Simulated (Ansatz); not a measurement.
Run on La (omega type): DFT, PBE, all-electron LAPW, scalar-relativistic (Ansatz 0.2.0).

The cell comes from a relaxation on PAW files under the same functional, begun from a prototype that needn't be the stable phase.

Command: `ansatz run input.yaml --threads 1 --pin off --max-ram 3072MiB --backend cpu --events-out ev --progress --plain --runs-dir out` It took 64 s on 1 thread of Arm Neoverse V1, on a shared host, peak memory 0.39 GiB.

```yaml
crystal:
  lattice:
    - [5.9547407328, 0.0, 0.0]
    - [-2.9773703664, 5.1569567475, 0.0]
    - [0.0, 0.0, 3.6333100534]
  atoms:
    - { symbol: La, position: [0.0, 0.0, 0.0] }
    - { symbol: La, position: [0.3333333333, 0.6666666667, 0.5] }
    - { symbol: La, position: [0.6666666667, 0.3333333333, 0.5] }
kpoints:
  mp_grid: { grid: [7, 7, 9] }
  band_path:
    path:
      - [0.0, 0.0, 0.0]
      - [0.5, 0.0, 0.0]
      - [0.3333333333, 0.3333333333, 0.0]
      - [0.0, 0.0, 0.0]
      - [0.0, 0.0, 0.5]
      - [0.5, 0.0, 0.5]
      - [0.3333333333, 0.3333333333, 0.5]
      - [0.0, 0.0, 0.5]
      - [0.5, 0.0, 0.5]
    npoints: 14
scf:
  occupations: { method: fermi_dirac, width: 0.08 }
hamiltonian:
  xc: pbe
  pseudopotentials: { kind: all_electron, lapw: { basis_error: 0.001 } }
output:
  forces: true
  stress: true
  eigenvalues: true
  populations: true
  dos: { projected: true, de: 0.2, e_range: [-14, 8] }
```

Output:

```
La: projections on atomic orbitals take those of the free atom 1s2 2s2 2p6 3s2 3p6 3d10 4s2 4p6 4d10 4f0 5s2 5p6 5d1 6s2, of charge +0.00 (hamiltonian.pseudopotentials.projection_atoms)
LAPW: plane waves up to 6.070 Å⁻¹, error target 1.0e-3 eV per atom; small_component_spin mean_spin; La in spheres of 1.719 Å, 27 of its electrons in bands, Dirac shells [] (how accurate: hamiltonian.pseudopotentials.lapw.basis_error, Limitations)
Engine: ansatz 0.2.0
Pseudopotentials: kind: all_electron
Pseudopotential: La, LAPW, valence charge 27, lapw/all_electron/scalar/gaussian/La, Koelling and Harmon's equation, gaussian nucleus
Functional definition: PBE
  parameter kappa = 0.804
  parameter beta = 0.06672455060314922
  exchange = pbe_x(kappa = kappa, mu = beta*pi^2/3)
  correlation = pbe_c(beta = beta)
Crystal: 3 atoms, lattice volume = 111.573 Å³
Basis set: ecut = 140.392468182983 eV, 415 PW (Γ), exchange–correlation at level 2
Bands: 49, of which v1, the nominal top of the filled ones, is band 41 counted from 1 (40 counted from 0)
Symmetry: 24 space group operations
Space group: P6/mmm (ITA 191), of the structure as read, at distance tolerance 4.8e-5 Å
k-points: 40 of 441
Non-local potential: La, projectors of the file, none
Initial density: superposition of atomic densities (chi_scale 0.1, normalization cell)
Initial wavefunctions: plane waves of lowest kinetic energy (no species holds an atomic orbital)
Functional: x = pbe(κ = 0.804, μ = 0.2195149727645171), c = pbe(β = 0.06672455060314922)
iter 1 solved again at ethr=1.43e-4 eV; its pass at ethr=1.00e-1 eV (dr2=1.16e-1 eV) is discarded
SCF iter   1: F=—  HF=-693324.595099 eV  |F-HF|=—  |Δ(HF+E_count)|=         —  Δρ=7.02e-3  dr2=1.15e-1  ethr=1.43e-4  ⟨swp⟩=5.2  Hψ=13343  notcnv=0
preconditioner: auto → Kerker (q_TF=auto, 2.586 Å⁻¹)  [metal: Δε(μ)=0.019 eV  Ē_g=12.374 eV  σ=0.080 eV  W_gap=0.06  n_scr=32 (ndim 8)  ℏωp=18.3 eV  f_vac=0.000  D(μ)=4.27/eV (n_scr^D=32)]
SCF iter   2: F=—  HF=-693324.570974 eV  |F-HF|=—  |Δ(HF+E_count)|=   2.41e-2  Δρ=4.58e-3  dr2=4.78e-2  ethr=1.42e-4  ⟨swp⟩=2.9  Hψ=6718  notcnv=0  defer=2
SCF iter   3: F=—  HF=-693324.566626 eV  |F-HF|=—  |Δ(HF+E_count)|=   4.35e-3  Δρ=2.17e-3  dr2=1.10e-2  ethr=5.91e-5  ⟨swp⟩=2.1  Hψ=6474  notcnv=0  defer=2
SCF iter   4: F=—  HF=-693324.565736 eV  |F-HF|=—  |Δ(HF+E_count)|=         —  Δρ=7.72e-4  dr2=1.50e-3  ethr=1.36e-5  ⟨swp⟩=3.0  Hψ=6740  notcnv=0  defer=1
the basis was enlarged: its passes take 125.9 KiB over the memory plan, 1 of 1 planned eigensolver slots
SCF iter   5: F=—  HF=-693324.565772 eV  |F-HF|=—  |Δ(HF+E_count)|=   3.56e-5  Δρ=2.79e-4  dr2=3.91e-4  ethr=1.85e-6  ⟨swp⟩=3.0  Hψ=6758  notcnv=0
SCF iter   6: F=—  HF=-693324.565671 eV  |F-HF|=—  |Δ(HF+E_count)|=   1.01e-4  Δρ=1.61e-4  dr2=8.85e-5  ethr=4.82e-7  ⟨swp⟩=3.1  Hψ=6538  notcnv=0
SCF iter   7: F=—  HF=-693324.565664 eV  |F-HF|=—  |Δ(HF+E_count)|=   6.69e-6  Δρ=6.36e-5  dr2=1.33e-5  ethr=1.09e-7  ⟨swp⟩=2.7  Hψ=6479  notcnv=0
iter 8 solved again at ethr=5.60e-10 eV; its pass at ethr=1.65e-8 eV (dr2=4.53e-7 eV) is discarded
SCF iter   8: F=—  HF=-693324.565664 eV  |F-HF|=—  |Δ(HF+E_count)|=   4.52e-7  Δρ=1.41e-5  dr2=4.57e-7  ethr=5.60e-10  ⟨swp⟩=2.4  Hψ=10705  notcnv=0
SCF iter   9: F=-693324.565664 eV  HF=-693324.565664 eV  |F-HF|=1.75e-8  |Δ(HF+E_count)|=   1.66e-7  Δρ=4.69e-6  dr2=3.61e-8  ethr=5.60e-10  ⟨swp⟩=3.4  Hψ=6661  notcnv=0
SCF 1 converged in 9 iterations: F = -693324.565664 eV  dr2 = 3.61e-8
the search or the solves at the SCF's close seem to have found levels that the self-consistency loop had missed (the run counts 1). By its estimate they hold 1.22e-12 electrons. The energies and the density leave them out; if the run goes on with those levels, later outputs use occupations computed again with them
NSCF: frozen V_eff on 113 k-points
SCF converged after 9 iterations
Free energy (F): -693324.565664 eV
Harris-Foulkes:  -693324.565664 eV  (|F-HF|=1.75e-8)
Internal energy: -693324.468807 eV  (E = F + TS)
E sigma→0 (E₀):  -693324.517235 eV
Entropy (-TS):   -0.096858 eV (-32.286 meV/atom)
Fermi energy:    13.968412 eV
--- Per-component energies (eV) ---
  E_band       = -5759.842745
  E_kinetic    = 740484.672607
  E_xc         = -16650.887219
  E_electrostatic = -1417158.254194  (all electrons and nuclei)
  E_smearing   = -0.096858  (= −TS)
  E_closure    = 0.000000  (closes the sum)
  E_atoms      = -693310.069261  (free atoms, spherical and without spin; not in F)
  Σ components = -693324.565664   (vs F -693324.565664, Δ=0.00e0)
  Basis errors (estimates in eV, not in F): energy 2.7e-4 per atom: plane waves 2.4e-4 (1.3e-4 summed), levels above the bands 4.0e-11, relativity 5.5e-9, radial functions 2.7e-5, core shells 1.3e-6; eigenvalues (radial functions only) 3.0e-7; not estimated: angular momenta, meshes, grids; target (lapw.basis_error) 1.0e-3; muffin-tin radii La 1.719 Å
--- Forces (eV/Å), atoms counted from 1 ---
  atom   1  La     0.00000000    -0.00000000     0.00000000
  atom   2  La     0.00000000     0.00000000     0.00000000
  atom   3  La     0.00000000    -0.00000000    -0.00000000
  max |Σ_I F_I| component: 9.25e-18 eV/Å
--- Stress (GPa, compression-positive) ---
        0.036062       0.000000       0.000000
       -0.000000       0.036062       0.000000
        0.000000       0.000000       0.024102
  P = ⅓ Tr σ = 0.0321 GPa (0.321 kbar)
--- Band table (eV; the first three rows and the last of 40) ---
  k-point 0: bands = ["-179.2270", "-179.2270", "-179.2121", "-179.2076", "-179.2076", "-179.1989", "-179.1989", "-179.1989", "-179.1989", "-83.2094", "-83.2094", "-83.2001", "-83.1943", "-83.1943", "-83.1879", "-83.1877", "-83.1849", "-83.1849", "-83.1848", "-83.1848", "-83.1776", "-83.1776", "-83.1775", "-83.1775", "-18.9045", "-18.6758", "-18.6130", "-2.9919", "-2.9919", "-2.6803", "-2.6803", "-2.1914", "-1.8628", "-1.8421", "-1.8005", "-1.8005", "10.8219", "12.5684", "14.3307", "14.5556", "14.5556", "14.5673", "14.5673", "14.9786", "15.4078", "15.5709", "15.5709", "15.7315", "15.7315"]
  k-point 1: bands = ["-179.2270", "-179.2270", "-179.2121", "-179.2076", "-179.2076", "-179.1989", "-179.1989", "-179.1989", "-179.1989", "-83.2094", "-83.2094", "-83.2000", "-83.1943", "-83.1943", "-83.1878", "-83.1877", "-83.1849", "-83.1849", "-83.1848", "-83.1848", "-83.1776", "-83.1776", "-83.1775", "-83.1775", "-18.8899", "-18.6693", "-18.6029", "-2.9758", "-2.9758", "-2.6488", "-2.6488", "-2.3070", "-1.9749", "-1.9746", "-1.8094", "-1.8094", "11.0813", "12.9059", "14.1373", "14.1373", "14.3471", "14.3471", "14.6883", "15.1104", "15.4278", "15.5916", "15.5916", "15.5933", "15.5933"]
  k-point 2: bands = ["-179.2270", "-179.2270", "-179.2121", "-179.2076", "-179.2076", "-179.1989", "-179.1989", "-179.1989", "-179.1989", "-83.2094", "-83.2094", "-83.2000", "-83.1943", "-83.1943", "-83.1878", "-83.1877", "-83.1849", "-83.1849", "-83.1848", "-83.1848", "-83.1776", "-83.1776", "-83.1775", "-83.1775", "-18.8518", "-18.6536", "-18.5771", "-2.9347", "-2.9347", "-2.5848", "-2.5627", "-2.5627", "-2.2958", "-2.2463", "-1.8381", "-1.8381", "11.7414", "13.3860", "13.3860", "13.7439", "13.8590", "13.8590", "15.3678", "15.4113", "15.4113", "15.4314", "15.4817", "15.6466", "15.6466"]
  k-point 39: bands = ["-179.2270", "-179.2270", "-179.2121", "-179.2076", "-179.2076", "-179.1989", "-179.1989", "-179.1989", "-179.1989", "-83.2094", "-83.2094", "-83.1999", "-83.1943", "-83.1943", "-83.1877", "-83.1877", "-83.1849", "-83.1849", "-83.1849", "-83.1848", "-83.1777", "-83.1776", "-83.1775", "-83.1774", "-18.6743", "-18.6303", "-18.6290", "-3.2416", "-3.0308", "-2.9313", "-2.6019", "-2.5277", "-2.2997", "-2.2520", "-2.1987", "-1.7950", "12.1419", "13.1290", "13.5750", "13.6980", "13.8995", "14.0476", "14.4097", "14.6595", "15.1118", "15.2027", "15.3862", "15.5776", "15.7523"]
--- Löwdin populations: 3 sites ---
  site symbol       q [e]
     0     La     56.9332
     1     La     57.0112
     2     La     57.0112
  spilling = 0.000259 (of n_electrons = 171.000000)
```

populations.tsv:

```
# site	symbol	l	j	q
# orbitals = lowdin
# n_electrons = 171.000000
# spilling = 0.000259
# projection_atom_La: 1s2 2s2 2p6 3s2 3p6 3d10 4s2 4p6 4d10 4f0 5s2 5p6 5d1 6s2
0	La	0_1S	-	1.999999
0	La	0_2S	-	1.999975
0	La	0_3S	-	1.999648
0	La	0_4S	-	1.996109
0	La	0_5S	-	1.942154
0	La	0_6S	-	0.642276
0	La	1_2P	-	6.000000
0	La	1_3P	-	5.999993
0	La	1_4P	-	5.999469
0	La	1_5P	-	5.907076
0	La	2_3D	-	10.000000
0	La	2_4D	-	9.999854
0	La	2_5D	-	2.329708
0	La	3_4F	-	0.116975
1	La	0_1S	-	1.999999
1	La	0_2S	-	1.999968
1	La	0_3S	-	1.999548
1	La	0_4S	-	1.995013
1	La	0_5S	-	1.927724
1	La	0_6S	-	0.627555
1	La	1_2P	-	6.000000
1	La	1_3P	-	5.999989
1	La	1_4P	-	5.999253
1	La	1_5P	-	5.882608
1	La	2_3D	-	10.000000
1	La	2_4D	-	9.999797
1	La	2_5D	-	2.457547
1	La	3_4F	-	0.122196
2	La	0_1S	-	1.999999
2	La	0_2S	-	1.999968
2	La	0_3S	-	1.999548
2	La	0_4S	-	1.995013
2	La	0_5S	-	1.927724
2	La	0_6S	-	0.627555
2	La	1_2P	-	6.000000
2	La	1_3P	-	5.999989
2	La	1_4P	-	5.999253
2	La	1_5P	-	5.882608
2	La	2_3D	-	10.000000
2	La	2_4D	-	9.999797
2	La	2_5D	-	2.457547
2	La	3_4F	-	0.122196
```

Next run (volume at 0.88 of the series' base cell), as changes to the input before:

```diff
   lattice:
-    - [5.9547407328, 0.0, 0.0]
-    - [-2.9773703664, 5.1569567475, 0.0]
-    - [0.0, 0.0, 3.6333100534]
+    - [5.7453054564, 0.0, 0.0]
+    - [-2.8726527282, 4.9755804778, 0.0]
+    - [0.0, 0.0, 3.4346667054]
   atoms:
   mp_grid: { grid: [7, 7, 9] }
-  band_path:
-    path:
-      - [0.0, 0.0, 0.0]
-      - [0.5, 0.0, 0.0]
-      - [0.3333333333, 0.3333333333, 0.0]
-      - [0.0, 0.0, 0.0]
-      - [0.0, 0.0, 0.5]
-      - [0.5, 0.0, 0.5]
-      - [0.3333333333, 0.3333333333, 0.5]
-      - [0.0, 0.0, 0.5]
-      - [0.5, 0.0, 0.5]
-    npoints: 14
 scf:
   populations: true
-  dos: { projected: true, de: 0.2, e_range: [-14, 8] }
```

Results part of the output:

```
SCF 1 converged in 9 iterations: F = -693324.408475 eV  dr2 = 1.32e-8
SCF converged after 9 iterations
Free energy (F): -693324.408475 eV
Harris-Foulkes:  -693324.408475 eV  (|F-HF|=3.03e-9)
Internal energy: -693324.327411 eV  (E = F + TS)
E sigma→0 (E₀):  -693324.367943 eV
Entropy (-TS):   -0.081064 eV (-27.021 meV/atom)
Fermi energy:    16.111784 eV
--- Per-component energies (eV) ---
  E_band       = -7024.701084
  E_kinetic    = 740490.869014
  E_xc         = -16654.836723
  E_electrostatic = -1417160.359702  (all electrons and nuclei)
  E_smearing   = -0.081064  (= −TS)
  E_closure    = 0.000000  (closes the sum)
  E_atoms      = -693310.069261  (free atoms, spherical and without spin; not in F)
  Σ components = -693324.408475   (vs F -693324.408475, Δ=0.00e0)
[... lines left out ...]
  max |Σ_I F_I| component: 4.63e-18 eV/Å
--- Stress (GPa, compression-positive) ---
        4.013566       0.000000       0.000000
        0.000000       4.013566       0.000000
        0.000000       0.000000       4.023747
  P = ⅓ Tr σ = 4.0170 GPa (40.170 kbar)
--- Band table (eV; the first three rows and the last of 40) ---
  k-point 0: bands = ["-243.1550", "-243.1244", "-243.1243", "-176.7424", "-176.7424", "-176.7248", "-176.7111", "-176.7111", "-176.7066", "-176.7066", "-176.7066", "-176.7066", "-80.7290", "-80.7290", "-80.7188", "-80.7124", "-80.7124", "-80.6987", "-80.6985", "-80.6971", "-80.6971", "-80.6971", "-80.6971", "-80.6925", "-80.6925", "-80.6922", "-80.6922", "-16.6516", "-16.2872", "-16.2137", "-0.8795", "-0.8795", "-0.5090", "-0.5090", "0.3060", "0.7479", "0.7479", "0.7545", "0.7765", "13.0879", "14.4589", "16.4933", "16.8421", "16.8421", "16.9205", "16.9205", "17.1055", "17.6649", "17.9199", "17.9199", "18.1385", "18.1385", "18.1442"]
  k-point 1: bands = ["-243.1550", "-243.1244", "-243.1243", "-176.7424", "-176.7424", "-176.7248", "-176.7111", "-176.7111", "-176.7066", "-176.7066", "-176.7066", "-176.7066", "-80.7290", "-80.7290", "-80.7187", "-80.7124", "-80.7124", "-80.6987", "-80.6984", "-80.6972", "-80.6972", "-80.6971", "-80.6971", "-80.6925", "-80.6925", "-80.6922", "-80.6922", "-16.6256", "-16.2742", "-16.1950", "-0.8530", "-0.8530", "-0.4612", "-0.4612", "0.1148", "0.5624", "0.5720", "0.7369", "0.7369", "13.4039", "14.9059", "16.3113", "16.3113", "16.6305", "16.6305", "16.9437", "17.3064", "17.6925", "17.9441", "17.9441", "17.9467", "17.9467", "18.2065"]
  k-point 2: bands = ["-243.1550", "-243.1244", "-243.1243", "-176.7424", "-176.7424", "-176.7248", "-176.7111", "-176.7111", "-176.7066", "-176.7066", "-176.7066", "-176.7066", "-80.7290", "-80.7290", "-80.7186", "-80.7124", "-80.7124", "-80.6986", "-80.6983", "-80.6972", "-80.6972", "-80.6971", "-80.6971", "-80.6925", "-80.6925", "-80.6922", "-80.6922", "-16.5574", "-16.2427", "-16.1470", "-0.7846", "-0.7846", "-0.3339", "-0.3291", "-0.3291", "0.0558", "0.1369", "0.6988", "0.6988", "14.1556", "15.3742", "15.3742", "16.0047", "16.0047", "16.0216", "17.6980", "17.7117", "17.7117", "17.7672", "17.8398", "18.0230", "18.0230", "18.0420"]
  k-point 39: bands = ["-243.1550", "-243.1244", "-243.1244", "-176.7424", "-176.7424", "-176.7248", "-176.7111", "-176.7111", "-176.7066", "-176.7066", "-176.7066", "-176.7066", "-80.7289", "-80.7289", "-80.7184", "-80.7125", "-80.7125", "-80.6983", "-80.6982", "-80.6972", "-80.6972", "-80.6972", "-80.6971", "-80.6926", "-80.6924", "-80.6923", "-80.6921", "-16.2699", "-16.2036", "-16.1950", "-1.2501", "-1.0207", "-0.8865", "-0.3722", "-0.2319", "0.0686", "0.1476", "0.2212", "0.7484", "13.9469", "15.1675", "15.5484", "15.7798", "15.9861", "16.2357", "16.5938", "16.7947", "17.3024", "17.4534", "17.6378", "17.8527", "18.1540", "18.2138"]
--- Löwdin populations: 3 sites ---
  site symbol       q [e]
     0     La     56.9530
     1     La     57.0039
     2     La     57.0039
  spilling = 0.000229 (of n_electrons = 171.000000)
```

Next run (volume at 0.78 of the series' base cell), as changes to the input before:

```diff
   lattice:
-    - [5.7453054564, 0.0, 0.0]
-    - [-2.8726527282, 4.9755804778, 0.0]
-    - [0.0, 0.0, 3.4346667054]
+    - [5.5357111485, 0.0, 0.0]
+    - [-2.7678555743, 4.7940664826, 0.0]
+    - [0.0, 0.0, 3.2792606392]
   atoms:
   mp_grid: { grid: [7, 7, 9] }
+  band_path:
+    path:
+      - [0.0, 0.0, 0.0]
+      - [0.5, 0.0, 0.0]
+      - [0.3333333333, 0.3333333333, 0.0]
+      - [0.0, 0.0, 0.0]
+      - [0.0, 0.0, 0.5]
+      - [0.5, 0.0, 0.5]
+      - [0.3333333333, 0.3333333333, 0.5]
+      - [0.0, 0.0, 0.5]
+      - [0.5, 0.0, 0.5]
+    npoints: 8
 scf:
   populations: true
+  dos: { projected: true, de: 0.2, e_range: [-14, 8] }
```

Results part of the output:

```
SCF 1 converged in 9 iterations: F = -693323.963478 eV  dr2 = 1.31e-8
NSCF: frozen V_eff on 65 k-points
SCF converged after 9 iterations
Free energy (F): -693323.963478 eV
Harris-Foulkes:  -693323.963478 eV  (|F-HF|=9.90e-9)
Internal energy: -693323.887651 eV  (E = F + TS)
E sigma→0 (E₀):  -693323.925565 eV
Entropy (-TS):   -0.075827 eV (-25.276 meV/atom)
Fermi energy:    18.386943 eV
--- Per-component energies (eV) ---
  E_band       = -6807.043169
  E_kinetic    = 740496.603066
  E_xc         = -16659.149364
  E_electrostatic = -1417161.341354  (all electrons and nuclei)
  E_smearing   = -0.075827  (= −TS)
  E_closure    = 0.000000  (closes the sum)
  E_atoms      = -693310.069261  (free atoms, spherical and without spin; not in F)
  Σ components = -693323.963478   (vs F -693323.963478, Δ=0.00e0)
[... lines left out ...]
  atom   3  La     0.00000000     0.00000000     0.00000000
  max |Σ_I F_I| component: 5.78e-19 eV/Å
--- Stress (GPa, compression-positive) ---
        9.099061       0.000000       0.000000
        0.000000       9.099061       0.000000
        0.000000       0.000000       9.158802
  P = ⅓ Tr σ = 9.1190 GPa (91.190 kbar)
--- Band table (eV; the first three rows and the last of 40) ---
  k-point 0: bands = ["-240.5587", "-240.5099", "-240.5099", "-174.1528", "-174.1528", "-174.1269", "-174.1009", "-174.1009", "-174.0976", "-174.0976", "-174.0976", "-174.0976", "-78.1466", "-78.1466", "-78.1297", "-78.1249", "-78.1249", "-78.0981", "-78.0976", "-78.0971", "-78.0971", "-78.0969", "-78.0969", "-78.0929", "-78.0929", "-78.0923", "-78.0923", "-14.3747", "-13.8192", "-13.7223", "1.2485", "1.2485", "1.6831", "1.6831", "2.8958", "3.4362", "3.4362", "3.5111", "3.5352", "15.5956", "16.4567", "18.8400", "19.2514", "19.2514", "19.3646", "19.4250", "19.4250", "19.9875", "20.4241", "20.4241", "20.6222", "20.6222", "20.6500"]
  k-point 1: bands = ["-240.5587", "-240.5099", "-240.5099", "-174.1528", "-174.1528", "-174.1269", "-174.1009", "-174.1009", "-174.0976", "-174.0976", "-174.0976", "-174.0976", "-78.1466", "-78.1466", "-78.1296", "-78.1250", "-78.1250", "-78.0980", "-78.0975", "-78.0971", "-78.0971", "-78.0969", "-78.0969", "-78.0929", "-78.0929", "-78.0923", "-78.0923", "-14.3337", "-13.7981", "-13.6922", "1.2876", "1.2876", "1.7501", "1.7501", "2.6122", "3.2230", "3.2434", "3.4219", "3.4219", "15.9732", "17.0169", "18.5918", "18.5918", "19.0418", "19.0418", "19.3811", "19.6300", "20.0235", "20.4217", "20.4217", "20.4406", "20.4406", "20.6624"]
  k-point 2: bands = ["-240.5587", "-240.5099", "-240.5099", "-174.1528", "-174.1528", "-174.1269", "-174.1009", "-174.1009", "-174.0976", "-174.0976", "-174.0976", "-174.0976", "-78.1466", "-78.1466", "-78.1294", "-78.1250", "-78.1250", "-78.0978", "-78.0973", "-78.0971", "-78.0971", "-78.0970", "-78.0970", "-78.0929", "-78.0929", "-78.0923", "-78.0923", "-14.2249", "-13.7470", "-13.6146", "1.3889", "1.3889", "1.9365", "1.9365", "1.9650", "2.5001", "2.6177", "3.3694", "3.3694", "16.7887", "17.4540", "17.4540", "18.2658", "18.2658", "18.4252", "20.1215", "20.1420", "20.1670", "20.1670", "20.3924", "20.5045", "20.5045", "20.5429"]
  k-point 39: bands = ["-240.5587", "-240.5099", "-240.5099", "-174.1528", "-174.1528", "-174.1269", "-174.1009", "-174.1009", "-174.0976", "-174.0976", "-174.0976", "-174.0976", "-78.1466", "-78.1466", "-78.1289", "-78.1251", "-78.1251", "-78.0972", "-78.0971", "-78.0971", "-78.0971", "-78.0971", "-78.0970", "-78.0930", "-78.0927", "-78.0925", "-78.0922", "-13.7802", "-13.6832", "-13.6718", "0.7435", "1.0148", "1.1940", "1.9310", "2.1257", "2.5226", "2.6317", "2.7360", "3.4308", "15.8477", "17.3127", "17.6296", "17.9919", "18.1729", "18.5197", "18.8802", "19.0190", "19.5854", "19.7842", "19.9679", "20.2073", "20.6643", "20.7342"]
--- Löwdin populations: 3 sites ---
  site symbol       q [e]
     0     La     56.9643
     1     La     56.9971
     2     La     56.9971
  spilling = 0.000243 (of n_electrons = 171.000000)
```

Spin–orbit coupling is left out, which matters for the heavy atoms.
